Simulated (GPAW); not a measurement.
Runs of GPAW 26.7.0 on SnSe2. Symmetry: P-3m1, No. 164, trigonal system. The conventional cell has a = 3.811 Å, b = 3.811 Å, c = 6.136 Å, α = 90.00°, β = 90.00°, γ = 120.00°. Sn (site symmetry -3m) has 6 Se at 2.68 Å as nearest neighbours. Se (site symmetry 3m) has 3 Sn at 2.68 Å as nearest neighbours. 

```tsv
task	level	potentials or basis	spin	cell	k mesh	cutoff (eV)	smearing	maxiter	band path	band points	spin axis theta (degrees)	spin axis phi (degrees)	other keys	mesh quality	gap on the mesh (eV)	pressure (GPa)	relaxed volume (Å³/atom)	largest force (eV/Å)
band structure	r4SCAN	GPAW PAW data sets (gpaw-data 1.2.1), pw	SOC, no magnetisation	as given	6 × 6 × 3	600	fermi-dirac 0.05 eV	150	GMKGALHA,LM,KH	80	0	0	-	not flagged	(c)	3.3	-	0.48
single point	HSE06	GPAW PAW data sets (gpaw-data 1.2.1), pw	off	as given	3 × 3 × 2	450	fermi-dirac 0.05 eV	60	-	-	-	-	-	coarse	1.88	-	-	(a)
single point	PBE	GPAW PAW data sets (gpaw-data 1.2.1), pw	off	as given	7 × 7 × 4	500	fermi-dirac 0.05 eV	120	-	-	-	-	-	not flagged	0.82	(d)	-	0.76
relaxation of cell and atoms	BLYP+D3	PAW data sets generated in the run's folder for this functional, pw	off	relaxed	6 × 6 × 3	600	fermi-dirac 0.05 eV	150	-	-	-	-	-	not flagged	0.52	-0.1	28.08	0.01
band structure	MS2	GPAW PAW data sets (gpaw-data 1.2.1), pw	SOC, no magnetisation	as given	6 × 6 × 3	600	fermi-dirac 0.05 eV	150	GMKGALHA,LM,KH	100	90	45	-	not flagged	1.04	2.5	-	0.35
dielectric tensor	PBE	GPAW PAW data sets (gpaw-data 1.2.1), pw	off	as given	7 × 7 × 4	450	fermi-dirac 0.001 eV	150	-	-	-	-	-	not flagged	0.82	-	-	-
relaxation of cell and atoms	PBEsol+D3	PAW data sets generated in the run's folder for this functional, pw	off	relaxed	6 × 6 × 3	600	fermi-dirac 0.05 eV	150	-	-	-	-	-	not flagged	0.53	0.2	24.96	0.03
relaxation of cell and atoms	BP86	PAW data sets generated in the run's folder for this functional, pw	off	relaxed to 5 GPa	6 × 6 × 3	600	fermi-dirac 0.05 eV	150	-	-	-	-	-	not flagged	0.41	5.0	-	-
band structure	PBE	GPAW PAW data sets (gpaw-data 1.2.1), pw	SOC, no magnetisation	as given	6 × 6 × 3	600	fermi-dirac 0.05 eV	150	GMKGALHA,LM,KH	100	0	0	-	not flagged	0.72	5.4	-	0.73
single point	PBE	GPAW PAW data sets (gpaw-data 1.2.1), pw	off	as given	6 × 6 × 3	900	fermi-dirac 0.05 eV	60	-	-	-	-	several, not listed	not flagged	(b)	5.4	-	0.73
relaxation of cell and atoms	MS2	GPAW PAW data sets (gpaw-data 1.2.1), pw	off	relaxed	6 × 6 × 3	600	fermi-dirac 0.05 eV	150	-	-	-	-	-	not flagged	1.08	-0.1	28.03	-
single point	PBE	GPAW PAW data sets (gpaw-data 1.2.1), pw	off	as given	7 × 7 × 4	450	fermi-dirac 0.05 eV	120	-	-	-	-	-	not flagged	0.82	4.6	-	0.76
```

Task: Estimate the missing entries.

Result: (a) 0.29; (b) 0.78; (c) 0.96; (d) 5.1.

Caveats: some runs use coarse meshes; spin-orbit coupling is left out, which moves the levels of the heavy elements (some runs); an odd mesh through Γ misses points on the zone boundary, where band edges often lie (some runs); this functional lacks dispersion, which binds the layers, so the pressure and a relaxed spacing across them are unreliable (some runs); the PAW data sets were made with another functional, which shifts forces and pressure a little (some runs); later steps reuse the first step's grids (some runs); spin-orbit coupling was added after a scalar SCF, so levels and gaps hold it while energy, forces, pressure and moments don't (some runs); this program's spin-orbit splittings come out too wide for heavy elements (some runs).

A k mesh can miss the band edges, and rows without SOC leave out spin-orbit coupling on Se, Sn.
